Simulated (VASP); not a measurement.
## InP (strained zincblende): one PBE single-point calculation in two programs

```cif
data_structure
_symmetry_space_group_name_H-M 'P 1'
_symmetry_Int_Tables_number 1
_cell_length_a 4.2404
_cell_length_b 4.2404
_cell_length_c 4.1773
_cell_angle_alpha 60.491
_cell_angle_beta 60.491
_cell_angle_gamma 59.018
_cell_volume 53.09
loop_
_atom_site_label
_atom_site_type_symbol
_atom_site_fract_x
_atom_site_fract_y
_atom_site_fract_z
_atom_site_occupancy
In1 In 0.00000 0.00000 0.00000 1
P1 P 0.25000 0.25000 0.25000 1
```

The two codes use different PAW datasets and cutoffs. VASP's cell holds 18 valence electrons and Ansatz's 18. Ansatz's stress includes a Pulay correction; VASP's doesn't.

Cutoffs: 520 eV in VASP, 420 eV in Ansatz. k meshes: 8×8×8 and 8×8×8.

```
                               VASP    Ansatz
gap between bands v and c   0.37 eV   0.37 eV
         least direct gap   0.37 eV   0.37 eV
                 pressure  -0.3 GPa  -0.2 GPa
```

Band v is the last that the valence electrons fill when counted band by band, and c is the next. Levels in eV from the top of v, Ansatz:

| point | v−1 | v | c | c+1 |
| --- | --- | --- | --- | --- |
| Γ | 0.00 | 0.00 | 0.37 | 4.03 |
| X | -2.08 | -2.08 | 1.91 | 2.39 |
| K | -3.10 | -1.89 | 2.27 | 4.16 |
| L | -1.03 | -0.85 | 1.32 | 4.67 |
| W | -2.77 | -2.72 | 4.18 | 4.29 |

VASP:

```tsv
point	v−1	v	c	c+1
Γ	0.00	0.00	0.37	4.03
X	-2.08	-2.08	1.91	2.39
K	-3.10	-1.89	2.26	4.16
L	-1.03	-0.85	1.31	4.68
W	-2.77	-2.72	4.18	4.29
```
